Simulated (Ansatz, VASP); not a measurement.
# One calculation of Ni, two programs

INCAR

```
SYSTEM = Ni
ALGO = Normal ; EDIFF = 1E-6
ENCUT = 520 ; GGA = PE
ISIF = 2 ; ISMEAR = -1
ISPIN = 2 ; LASPH = .True.
LCHARG = .True. ; LELF = .True.
LMAXMIX = 4 ; LORBIT = 11
LREAL = .False. ; LVHAR = .True.
LWAVE = .False. ; MAGMOM = 0.2
NBANDS = 15 ; NELM = 150
PREC = Accurate ; SIGMA = 0.1
```

The input KPOINTS:

```
k-points
0
Gamma
  12 12 12
  0 0 0
```

The input POSCAR:

```
Ni
1.0
    0.0000000000      1.7585000000      1.7585000000
    1.7585000000      0.0000000000      1.7585000000
    1.7585000000      1.7585000000      0.0000000000
Ni
1
Direct
    0.0000000000      0.0000000000      0.0000000000
```

Input for Ansatz:

```yaml
crystal:
  lattice:
    - [0.0, 1.7585, 1.7585]
    - [1.7585, 0.0, 1.7585]
    - [1.7585, 1.7585, 0.0]
  atoms:
    - { symbol: Ni, position: [0.0, 0.0, 0.0], spin: 0.2 }
magnetization:
  spin_polarized: true
hamiltonian:
  xc: pbe
  pseudopotentials: { kind: paw }
basis:
  ecutwfc: 420
kpoints:
  mp_grid: { grid: [12, 12, 12] }
scf:
  occupations: { method: fermi_dirac, width: 0.1 }
  lower_state_search: "off"
output:
  forces: true
  stress: true
```

Change from the starting cell: parallel moments scaled by 0.1, free total moment.

Alike in both runs: task single point; functional PBE; k mesh 12 × 12 × 12; occupations fermi-dirac, width 0.1 eV; collinear spin.

|  | VASP | Ansatz |
| --- | --- | --- |
| version | VASP 6.6.1 | Ansatz 0.2.0 |
| potentials or method | VASP PAW PBE potentials, release 64 (Ni) | PAW, plane waves, scalar-relativistic |
| plane-wave cutoff (eV) | 520 | 420 |
| valence electrons in the cell | 10 | 18 |

|  | VASP | Ansatz | Ansatz less VASP |
| --- | --- | --- | --- |
| pressure (GPa) | 0.6 | 0.8 | +0.17 |
| net moment per atom (μB) | 0.63 | 0.65 | +0.020 |
| size of the moment on the site where the two differ most (μB) | 0.64 | 0.68 | +0.047 |

Site moments also hang on the region over which each program counts them. The two sets of potentials don't hold the same shells in valence.
